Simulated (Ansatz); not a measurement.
BN built on the zincblende prototype, relaxed with r2SCAN in Ansatz 0.2.0: the symmetry is F-43m (No. 216, cubic); a = 3.610 Å in the conventional setting, 5.88 Å³ an atom. B is surrounded by 4 N at 1.56 Å; N is surrounded by 4 B at 1.56 Å. It was then strained (uniaxial along z, other directions held), atoms relaxed again within the symmetry left. Unstrained, HSE06 gives 5.794 eV (Γ → X, 8×8×8 mesh), and the band edges keep their places in every row. Only one sign of strain is shown, since it lowers the symmetry, and equivalent edge states can then move with another slope on the other side. Stress is positive in compression. Calculated for a static, non-magnetic cell.

Axes as in this cell:
```yaml
crystal:
  lattice:
    - [0.00000, 1.80483, 1.80483]
    - [1.80483, 0.00000, 1.80483]
    - [1.80483, 1.80483, 0.00000]
  atoms:
    - { symbol: B, position: [0.00000, 0.00000, 0.00000] }
    - { symbol: N, position: [0.25000, 0.25000, 0.25000] }
```

```tsv
strain (%)	ε	ΔE_g, HSE06 (eV)	Δσ_zz, r2SCAN (GPa)
+0.5	+0.0050	-0.053	-4.10
+0.96	+0.0096	-0.101	-7.83
+2.0	+0.0200	-0.208	-16.11
+2.5	+0.0250	-0.258	-20.03
+3.83	+0.0383	-0.389	-30.22
```

(1) Fit ΔE_g = a x + b x² to these rows by least squares, with x = ε.

(2) Fit the change of σ_zz in the same way.

(3) Predict the withheld row at +3.0 % (x = +0.0300).

Results:

(1) The normal equations take Σx² = 2.609e-03, Σx³ = 8.082e-05, Σx⁴ = 2.712e-06, ΣxΔE = -2.674e-02 and Σx²ΔE = -8.257e-04, and give a = -10.65 eV, b = +12.9 eV; the largest residual is 0.000 eV.

(2) Δσ_zz = -824.0 x + (914) x² GPa. The slope, 824 GPa, is C₁₁ in these axes.

(3) ΔE_g ≈ -10.65 × (+0.0300) + (12.9) × (+0.0300)² = -0.308 eV, and Δσ_zz ≈ -23.90 GPa. The runs give -0.308 eV and -23.90 GPa, off by 0.000 eV and 0.00 GPa.
